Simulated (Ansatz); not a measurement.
**From a trial cell to the properties of Ga (bcc)**

The computed numbers are results of HSE06, scalar-relativistic (no spin polarisation) in the plane-wave PAW code Ansatz at 420 eV, Γ-centred 8×8×8 mesh, 0.05 eV Gaussian smearing. The datasets are Ansatz's generated set soft_2.

At room temperature and ambient pressure Ga takes another structure.

Starting cell:

```cif
data_structure
_symmetry_space_group_name_H-M 'P 1'
_symmetry_Int_Tables_number 1
_cell_length_a 2.9416
_cell_length_b 2.9416
_cell_length_c 2.9416
_cell_angle_alpha 109.471
_cell_angle_beta 109.471
_cell_angle_gamma 109.471
_cell_volume 19.59
loop_
_atom_site_label
_atom_site_type_symbol
_atom_site_fract_x
_atom_site_fract_y
_atom_site_fract_z
_atom_site_occupancy
Ga1 Ga 0.00000 0.00000 0.00000 1
```

The steps in volume:

```tsv
run	level	k-mesh	kind	V (Å³/atom)	P (GPa)	E − E(final) (meV/atom)	gap on the mesh (eV)
1	PBE	8×8×8	fixed cell	19.59	-0.8	–	metal
2	PBE	8×8×8	fixed cell	19.49	-0.6	–	metal
3	PBE	8×8×8	fixed cell	19.24	0.0	–	metal
4	HSE06	8×8×8	fixed cell	19.24	-1.0	1.2	metal
5	HSE06	8×8×8	fixed cell	19.11	-0.7	0.5	metal
6	HSE06	8×8×8	fixed cell	18.88	0.0	0.0	metal
```

The volume is at zero pressure for this level.

The final structure (symmetry read at 0.01 Å). Symmetry: Im-3m, No. 229, cubic system. The conventional cell has a = 3.355 Å, b = 3.355 Å, c = 3.355 Å, α = 90.00°, β = 90.00°, γ = 90.00°. Ga (site symmetry m-3m) is surrounded by 8 Ga at 2.91 Å. (Neighbours are counted to 15 % beyond the shortest distance.)

- At the final geometry the gap, band path included, is zero (metallic).
- The runs in the table took roughly 1.3 core-minutes.

**Reading the result.**

With 13 valence electrons in the calculation's cell and no magnetic order, the bands, two electrons each, can't all be full or empty: band theory demands a metal.

Pressures of hybrids are less tightly converged. For a metal under a hybrid functional this mesh is coarse.
